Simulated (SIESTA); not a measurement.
MnO2: band structure with LDA

MnO2:

```
Mn O
1.0
     2.85658    0.00000    0.00000
    -1.42829    2.47387    0.00000
     0.00000    0.00000    4.60137
Mn O
1 2
Direct
  0.00000 0.00000 0.50000
  0.33333 0.66667 0.70629
  0.66667 0.33333 0.29371
```

Measurements of this composition are mostly on another form, of space group No. 136.

```yaml
Program: SIESTA 5.4.2
Task: band structure
Functional: LDA
Potentials_or_basis: PseudoDojo 0.4 standard (LDA files)
Basis: DZP (energy shift 0.003 Ry; two zetas on semicore shells)
Grid_cutoff: 800 Ry
Energy_shift: 0.003 Ry
k_mesh: 11 × 11 × 6
Occupations: fermi-dirac, width 0.05 eV
Spin: collinear spin, ferromagnetic start
Starting_moments: "[4.0, 0.0, 0.0] μB"
```

The pressure is -5.9 GPa, the largest force is 0.114 eV/Å and the band gap on the k mesh is 0.38 eV, indirect (least direct gap 0.42 eV). The band gap along the path is 0.38 eV, indirect (least direct gap 0.42 eV), the net moment is 3.00 μB per cell and the site moments are Mn +2.88; O +0.06 μB.

Forces on the atoms (eV/Å):
```
Mn   0.000  0.000  0.000
O    0.000  0.000 -0.114
O    0.000  0.000  0.114
```

Stress tensor (GPa, compression positive):
```
-6.96  0.00  0.00
 0.00 -6.96  0.00
 0.00  0.00 -3.79
```

Levels at the corners of the path, in eV from the valence-band top:
Spin up:
```tsv
point	band 12	band 13	band 14	band 15	band 16	band 17	band 18	band 19
Γ	-1.63	-1.63	-1.33	-0.35	2.67	2.67	6.89	10.49
M	-2.66	-1.86	-1.82	-1.01	1.95	2.57	11.64	12.67
K	-3.03	-2.19	-0.76	-0.76	1.73	1.73	13.08	14.12
Γ	-1.63	-1.63	-1.33	-0.35	2.67	2.67	6.89	10.49
A	-2.45	-1.66	-1.66	-0.04	2.71	2.71	8.86	9.29
L	-2.00	-1.86	-1.86	-1.12	1.96	2.48	10.85	14.05
H	-3.33	-2.16	-0.88	-0.88	2.01	2.01	12.42	15.31
A	-2.45	-1.66	-1.66	-0.04	2.71	2.71	8.86	9.29
L	-2.00	-1.86	-1.86	-1.12	1.96	2.48	10.85	14.05
M	-2.66	-1.86	-1.82	-1.01	1.95	2.57	11.64	12.67
K	-3.03	-2.19	-0.76	-0.76	1.73	1.73	13.08	14.12
H	-3.33	-2.16	-0.88	-0.88	2.01	2.01	12.42	15.31
```
Spin down:
```
point  band 10  band 11  band 12  band 13  band 14  band 15
    Γ    -1.49    -1.49    -1.14     0.39     0.39     2.09
    M    -3.42    -3.02    -2.44     0.77     1.14     1.49
    K    -3.09    -3.09    -2.82     0.72     1.62     1.62
    Γ    -1.49    -1.49    -1.14     0.39     0.39     2.09
    A    -2.51    -1.52    -1.52     0.38     0.38     2.22
    L    -3.24    -2.93    -1.76     0.74     1.14     1.47
    H    -3.13    -2.88    -2.88     0.79     1.59     1.59
    A    -2.51    -1.52    -1.52     0.38     0.38     2.22
    L    -3.24    -2.93    -1.76     0.74     1.14     1.47
    M    -3.42    -3.02    -2.44     0.77     1.14     1.49
    K    -3.09    -3.09    -2.82     0.72     1.62     1.62
    H    -3.13    -2.88    -2.88     0.79     1.59     1.59
```

Run time: 100 s on 1 thread of Arm Neoverse V1, on a shared host, peak memory 0.28 GiB.

Caveat: short orbitals over semicore shells can move pressures by several GPa; the basis of atomic orbitals isn't converged, which shifts pressures, moduli and gaps; a cell with one magnetic atom can't hold antiferromagnetic order, which such compounds often take. As with any semilocal functional, this LDA gap is likely too small.
